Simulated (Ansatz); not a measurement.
# Al2Au (P1) in Ansatz: convergence with wavefunction cutoff

Aim: find how far wavefunction cutoff must go before the results for Al2Au settle, at PBEsol. This setting moves, with any that are tied to it; all else stays.

Everything below comes from runs of Ansatz 0.2.0. Logs are shortened: lines on timing, memory, paths and dates and some standing lists are left out, and cuts for length are marked.

## Step 1: The cell of the first run

The typed cell holds 3 atoms: a = 4.243 Å, b = 4.243 Å, c = 4.243 Å, α = 60.00°, β = 60.00°, γ = 60.00°.

The cell isn't the ideal one: atoms moved at random, drawn with an rms of 0.05 Å.

## Step 2: With wavefunction cutoff 200 eV

The input, input.yaml:

```yaml
crystal:
  lattice:
    - [0.0, 3.0, 3.0]
    - [3.0, 0.0, 3.0]
    - [3.0, 3.0, 0.0]
  atoms:
    - { symbol: Au, position: [-0.009348, -0.009152, 0.01134] }
    - { symbol: Al, position: [0.731025, 0.75675, 0.763139] }
    - { symbol: Al, position: [0.241721, 0.25162, 0.259949] }
hamiltonian:
  xc: pbesol
  pseudopotentials: { kind: paw }
kpoints:
  mp_grid: { grid: [6, 6, 6] }
scf:
  occupations: { method: fermi_dirac, width: 0.05 }
output:
  forces: true
  stress: true
  eigenvalues: true
basis:
  ecutwfc: "200 eV"
```

Potentials or basis: Ansatz PAW.

On the command line:

```console
ansatz run input.yaml --threads 2 --pin off --max-ram 5632MiB --backend cpu --events-out ev --progress --plain --runs-dir out
```

Output:

```text
Warning: basis.ecutwfc = 200 eV is below the records' recommended 420 eV, and the density's cutoff is lower with it unless basis.ecutrho_ratio is high enough to keep the records' density cutoff: compare with a run at a higher cutoff
Warning: RAYON_NUM_THREADS=2 ignored (pool sized by the plan → 2); use --threads N
Engine: ansatz 0.2.0, aarch64-unknown-linux-gnu
Pseudopotentials: kind: paw
Pseudopotential: Au, paw, valence charge 19, recommended cutoff 420 eV (normal), Au.paw.azcp
Pseudopotential: Al, paw, valence charge 3, recommended cutoff 420 eV (normal), Al.paw.azcp
Functional definition: PBEsol
  exchange = pbesol_x
  correlation = pbesol_c
Crystal: 3 atoms, lattice volume = 54.000 Å³
Basis set: ecut = 200 eV, 331 PW (Γ), exchange–correlation on 40×40×40 points (8 copies of the dense FFT grid, shifted against one another)
Bands: 17, of which v1, the nominal top of the filled ones, is band 13 counted from 1 (12 counted from 0)
Symmetry: 1 space group operations
Space group: P1 (ITA 1), of the structure as read, at distance tolerance 3.8e-5 Å
k-points: 112 of 216 (time reversal used)
Non-local potential: Au, projectors of the file, l = 0: 3, l = 1: 2, l = 2: 2, l = 3: 1
Non-local potential: Al, projectors of the file, l = 0: 2, l = 1: 2, l = 2: 1
PAW form: soft (Blöchl's): semilocal exchange-correlation on the pseudo side does not see the compensation charge
PAW frozen core: Au, regenerated for the run's functional, and the local potential with it (the file was generated under x = pbe(κ = 0.804, μ = 0.2195149727645171), c = pbe(β = 0.06672455060314922))
PAW frozen core: Al, regenerated for the run's functional, and the local potential with it (the file was generated under x = pbe(κ = 0.804, μ = 0.2195149727645171), c = pbe(β = 0.06672455060314922))
PAW one-centre angular grid: Au, 590 points (default); XC on 64 Gauss nodes
PAW one-centre angular grid: Al, 110 points (default); XC on 64 Gauss nodes
Initial density: superposition of atomic densities (neutral atoms: chi_scale 0, normalization atom), corrected by the library's trained network
Initial wavefunctions: pseudopotential atomic-orbital guess
Functional: x = pbesol(κ = 0.804, μ = 0.12345679012345678), c = pbesol(β = 0.046)
SCF iter   1: F=—  HF=-14048.302238 eV  |F-HF|=—  |Δ(HF+E_count)|=         —  Δρ=8.07e-2  dr2=2.18e0  ethr=1.77e-3  ⟨swp⟩=5.3  Hψ=9082  notcnv=0
preconditioner: auto → Kerker (q_TF=auto, 2.400 Å⁻¹)  [metal: Δε(μ)=0.004 eV  Ē_g=9.329 eV  σ=0.050 eV  W_gap=0.02  n_scr=14 (ndim 8)  ℏωp=20.8 eV  f_vac=0.006  D(μ)=1.22/eV (n_scr^D=8)]
SCF iter   2: F=—  HF=-14047.473800 eV  |F-HF|=—  |Δ(HF+E_count)|=   8.28e-1  Δρ=3.13e-2  dr2=1.81e-1  ethr=1.77e-3  ⟨swp⟩=2.0  Hψ=4691  notcnv=0  defer=13
preconditioner: auto → none  [insulator: Δε(μ)=0.492 eV  Ē_g=9.695 eV  σ=0.050 eV  W_gap=0.56  n_scr=14 (ndim 8)  ℏωp=20.8 eV  f_vac=0.006  D(μ)=1.40/eV (n_scr^D=14)  ε∞_Penn≈5.6]
SCF iter   3: F=—  HF=-14047.393991 eV  |F-HF|=—  |Δ(HF+E_count)|=   7.98e-2  Δρ=8.44e-3  dr2=1.89e-2  ethr=7.25e-4  ⟨swp⟩=2.0  Hψ=3792  notcnv=0  defer=13
SCF iter   4: F=—  HF=-14047.393128 eV  |F-HF|=—  |Δ(HF+E_count)|=   8.63e-4  Δρ=9.49e-4  dr2=3.18e-4  ethr=7.55e-5  ⟨swp⟩=2.5  Hψ=2680  notcnv=0  defer=13
SCF iter   5: F=—  HF=-14047.393131 eV  |F-HF|=—  |Δ(HF+E_count)|=   2.66e-6  Δρ=8.00e-5  dr2=6.11e-6  ethr=1.27e-6  ⟨swp⟩=2.4  Hψ=3004  notcnv=0  defer=13
SCF iter   6: F=—  HF=-14047.393194 eV  |F-HF|=—  |Δ(HF+E_count)|=   6.32e-5  Δρ=1.84e-5  dr2=2.25e-7  ethr=2.45e-8  ⟨swp⟩=2.0  Hψ=2861  notcnv=0  defer=13
SCF iter   7: F=-14047.393194 eV  HF=-14047.393194 eV  |F-HF|=6.20e-9  |Δ(HF+E_count)|=   7.85e-8  Δρ=3.94e-6  dr2=1.07e-8  ethr=4.00e-10  ⟨swp⟩=5.4  Hψ=7929  notcnv=0
SCF 1 converged in 7 iterations: F = -14047.393194 eV  dr2 = 1.07e-8
SCF converged after 7 iterations
Free energy (F): -14047.393194 eV
Harris-Foulkes:  -14047.393194 eV  (|F-HF|=6.20e-9)
Internal energy: -14047.382027 eV  (E = F + TS)
E sigma→0 (E₀):  -14047.387611 eV
Entropy (-TS):   -0.011167 eV (-3.722 meV/atom)
Fermi energy:    11.242068 eV
--- Per-component energies (eV) ---
  E_band       = -394.921204
  E_kinetic    = 676.109754
  E_local      = -2939.423644  (includes V_loc(G=0)·N_el)
  E_nonlocal   = 65.094665
  E_hartree    = 1251.431993
  E_xc         = -313.165746
  E_vxc        = -343.290874  (∫ρ·V_xc dr)
  E_paw        = -10459.874960  (= ΣΔE_a)
  E_vpaw       = -356.273245  (= ΣTr[D̂ρ^β])
  E_aug_tail   = -0.002709  (compensation charges beyond the density's cutoff)
  E_ewald      = -2327.899138
  E_core_change = 0.347757  (= ΣΔE_core)
  E_smearing   = -0.011167  (= −TS)
  E_closure    = -0.000000  (closes the sum)
  Σ components = -14047.393194   (vs F -14047.393194, Δ=0.00e0)
--- Forces (eV/Å), atoms counted from 1 ---
  atom   1  Au     0.34048282    -0.10620366     0.20695183
  atom   2  Al    -0.23345513     0.09270347    -0.04276006
  atom   3  Al    -0.10708433     0.01352125    -0.16396612
  max |Σ_I F_I| component: 2.26e-4 eV/Å
--- Stress (GPa, compression-positive) ---
        3.337815      -0.529391      -0.483901
       -0.529391       3.421239       0.648046
       -0.483901       0.648046       3.374331
  P = ⅓ Tr σ = 3.3778 GPa (33.778 kbar)
--- Band table (eV; the first three rows and the last of 112) ---
  k-point 0: bands = ["-98.9205", "-49.2159", "-49.2036", "-49.2029", "0.6621", "4.4970", "4.5294", "4.5353", "5.4081", "5.4096", "13.4545", "14.3177", "14.3866", "14.3893", "15.3412", "15.3521", "15.3715"]
  k-point 1: bands = ["-98.9271", "-49.2354", "-49.2260", "-49.2162", "1.0215", "4.3397", "4.5246", "4.5458", "5.4042", "5.4081", "11.0121", "13.3650", "13.4297", "13.8256", "16.0217", "16.0973", "16.4163"]
  k-point 2: bands = ["-98.9343", "-49.2598", "-49.2479", "-49.2355", "1.9850", "4.2828", "4.6314", "4.6374", "5.3247", "5.3369", "7.7589", "12.2207", "12.3267", "14.1884", "15.2148", "15.3749", "15.4418"]
  k-point 111: bands = ["-98.9311", "-49.2725", "-49.2331", "-49.2224", "2.6321", "4.6777", "4.6869", "4.8288", "5.4607", "5.4877", "5.5560", "11.7389", "11.8564", "14.4657", "14.7742", "15.0967", "15.2068"]
```

Wall time 1.8 s (2 threads of Arm Neoverse V2, shared host); peak memory 0.3 GiB.

What came out:

```yaml
Free_energy: -14047.3932 eV
Pressure: 3.4 GPa
Largest_force: 0.412 eV/Å
Band_gap_on_the_k_mesh: none (metal or under the smearing width)
```

## Step 3: With wavefunction cutoff 250 eV

Edit input.yaml of step 2 so:

```diff
@@ -21,2 +21,2 @@
 basis:
-  ecutwfc: "200 eV"
+  ecutwfc: "250 eV"
```

Potentials or basis: Ansatz PAW.

On the command line:

```console
ansatz run input.yaml --threads 2 --pin off --max-ram 5632MiB --backend cpu --events-out ev --progress --plain --runs-dir out
```

It took 2.5 s on 2 threads of Arm Neoverse V2, shared host; peak memory 0.33 GiB.

Results:

| Item | Value |
| --- | --- |
| Free energy | -14055.8686 eV |
| Pressure | 1.2 GPa |
| Largest force | 0.339 eV/Å |
| Band gap on the k mesh | none (metal or under the smearing width) |

## Step 4: With wavefunction cutoff 300 eV

Edit input.yaml of step 3 so:

```diff
@@ -21,2 +21,2 @@
 basis:
-  ecutwfc: "250 eV"
+  ecutwfc: "300 eV"
```

On the command line:

```console
ansatz run input.yaml --threads 2 --pin off --max-ram 5632MiB --backend cpu --events-out ev --progress --plain --runs-dir out
```

It took 2.5 s on 2 threads of Arm Neoverse V2, shared host; peak memory 0.34 GiB.

What came out:

| Quantity | Value |
| --- | --- |
| Free energy | -14057.3392 eV |
| Pressure | 1.1 GPa |
| Largest force | 0.396 eV/Å |
| Band gap on the k mesh | none (metal or under the smearing width) |

## Step 5: With wavefunction cutoff 350 eV

Edit input.yaml of step 4 so:

```diff
@@ -21,2 +21,2 @@
 basis:
-  ecutwfc: "300 eV"
+  ecutwfc: "350 eV"
```

On the command line:

```console
ansatz run input.yaml --threads 2 --pin off --max-ram 5632MiB --backend cpu --events-out ev --progress --plain --runs-dir out
```

It took 3.3 s on 2 threads of Arm Neoverse V2, shared host; peak memory 0.36 GiB.

What came out:

```
Free energy            : -14057.5205 eV
Pressure               : 0.4 GPa
Largest force          : 0.399 eV/Å
Band gap on the k mesh : none (metal or under the smearing width)
```

## Step 6: With wavefunction cutoff 400 eV

Edit input.yaml of step 5 so:

```diff
@@ -21,2 +21,2 @@
 basis:
-  ecutwfc: "350 eV"
+  ecutwfc: "400 eV"
```

Potentials or basis: Ansatz PAW.

On the command line:

```console
ansatz run input.yaml --threads 2 --pin off --max-ram 5632MiB --backend cpu --events-out ev --progress --plain --runs-dir out
```

Wall time 3.8 s (2 threads of Arm Neoverse V2, shared host); peak memory 0.38 GiB.

It converged, with:

| Quantity | Value |
| --- | --- |
| Free energy | -14057.5395 eV |
| Pressure | 0.4 GPa |
| Largest force | 0.395 eV/Å |
| Band gap on the k mesh | none (metal or under the smearing width) |

## Step 7: With wavefunction cutoff 450 eV

Edit input.yaml of step 6 so:

```diff
@@ -21,2 +21,2 @@
 basis:
-  ecutwfc: "400 eV"
+  ecutwfc: "450 eV"
```

On the command line:

```console
ansatz run input.yaml --threads 2 --pin off --max-ram 5632MiB --backend cpu --events-out ev --progress --plain --runs-dir out
```

It took 4.2 s on 2 threads of Arm Neoverse V2, shared host; peak memory 0.4 GiB.

The run converged. Its results:

* Free energy: -14057.5422 eV
* Pressure: 0.4 GPa
* Largest force: 0.395 eV/Å
* Band gap on the k mesh: none (metal or under the smearing width)

## Step 8: With wavefunction cutoff 500 eV

Edit input.yaml of step 7 so:

```diff
@@ -21,2 +21,2 @@
 basis:
-  ecutwfc: "450 eV"
+  ecutwfc: "500 eV"
```

On the command line:

```console
ansatz run input.yaml --threads 2 --pin off --max-ram 5632MiB --backend cpu --events-out ev --progress --plain --runs-dir out
```

Wall time 6.1 s (2 threads of Arm Neoverse V2, shared host); peak memory 0.42 GiB.

It converged, with:

- Free energy: -14057.5429 eV
- Pressure: 0.4 GPa
- Largest force: 0.395 eV/Å
- Band gap on the k mesh: none (metal or under the smearing width)

## Step 9: With wavefunction cutoff 600 eV

Edit input.yaml of step 8 so:

```diff
@@ -21,2 +21,2 @@
 basis:
-  ecutwfc: "500 eV"
+  ecutwfc: "600 eV"
```

Potentials or basis: Ansatz PAW.

On the command line:

```console
ansatz run input.yaml --threads 2 --pin off --max-ram 5632MiB --backend cpu --events-out ev --progress --plain --runs-dir out
```

It took 7.3 s on 2 threads of Arm Neoverse V2, shared host; peak memory 0.47 GiB.

The run converged. Its results:

```yaml
Free_energy: -14057.5434 eV
Pressure: 0.4 GPa
Largest_force: 0.395 eV/Å
Band_gap_on_the_k_mesh: none (metal or under the smearing width)
```

## Step 10: With wavefunction cutoff 800 eV

Edit input.yaml of step 9 so:

```diff
@@ -21,2 +21,2 @@
 basis:
-  ecutwfc: "600 eV"
+  ecutwfc: "800 eV"
```

On the command line:

```console
ansatz run input.yaml --threads 2 --pin off --max-ram 5632MiB --backend cpu --events-out ev --progress --plain --runs-dir out
```

It took 9.2 s on 2 threads of Arm Neoverse V2, shared host; peak memory 0.5 GiB.

Results (log left out):

```yaml
Free_energy: -14057.5438 eV
Pressure: 0.4 GPa
Largest_force: 0.395 eV/Å
Band_gap_on_the_k_mesh: none (metal or under the smearing width)
```

## Step 11: The series at a glance

| wavefunction cutoff | energy less the tightest run, at zero smearing (meV/atom) | pressure (GPa) | largest force (eV/Å) | SCF cycles | CPU time (s) | peak memory (GiB) |
| --- | --- | --- | --- | --- | --- | --- |
| 200 eV | 3383.76 | 3.38 | 0.412 | 7 | 3.4 | 0.3 |
| 250 eV | 558.43 | 1.16 | 0.339 | 7 | 4.8 | 0.33 |
| 300 eV | 68.21 | 1.09 | 0.396 | 6 | 4.7 | 0.34 |
| 350 eV | 7.77 | 0.40 | 0.399 | 6 | 6.5 | 0.36 |
| 400 eV | 1.41 | 0.37 | 0.395 | 6 | 7.4 | 0.38 |
| 450 eV | 0.53 | 0.36 | 0.395 | 6 | 8.3 | 0.4 |
| 500 eV | 0.28 | 0.36 | 0.395 | 6 | 12 | 0.42 |
| 600 eV | 0.11 | 0.35 | 0.395 | 6 | 14 | 0.47 |
| 800 eV | 0.00 | 0.35 | 0.395 | 6 | 18 | 0.5 |

Against the tightest run, the energy stays within 1 meV/atom from 450 eV on; the pressure stays within 0.1 GPa from 350 eV on; the largest force stays within 0.005 eV/Å from 300 eV on. The tightest run that finished is the yardstick and may itself not be fully converged.

Caveats: the PAW data sets come from PBE, with cores solved anew for the run's functional, which leaves a small shift of forces and pressure.
